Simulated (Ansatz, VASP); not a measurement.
Two plane-wave programs on Pb

```
CELL_PARAMETERS angstrom
0.00000 2.45841 2.45841
2.45841 0.00000 2.45841
2.45841 2.45841 0.00000
ATOMIC_POSITIONS crystal
Pb 0.00000 0.00000 0.00000
```

Change from the starting cell: volume scaled by 0.98.

Alike in both runs: task single point; functional PBEsol; k mesh 9 × 9 × 9; occupations fermi-dirac, width 0.05 eV; no spin polarisation.

|  | VASP | Ansatz |
| --- | --- | --- |
| version | VASP 6.6.1 | Ansatz 0.2.0 |
| potentials or method | VASP PAW PBE potentials, release 64 (Pb_d) | Ansatz PAW |
| plane-wave cutoff (eV) | 520 | 420 |
| valence electrons in the cell | 14 | 14 |

|  | VASP | Ansatz | Ansatz less VASP |
| --- | --- | --- | --- |
| gap on the k mesh at the Fermi level (eV) | none | none | - |
| pressure (GPa) | 0.3 | 0.4 | +0.08 |

A gap of «none» marks a metal or a gap that the smearing closes.

Caveats: the PAW data sets were made with another functional, which shifts forces and pressure a little (VASP); the PAW data sets come from PBE, with cores solved anew for the run's functional, which leaves a small shift of forces and pressure (Ansatz). The runs have no spin-orbit coupling, so splittings on Pb are missing.
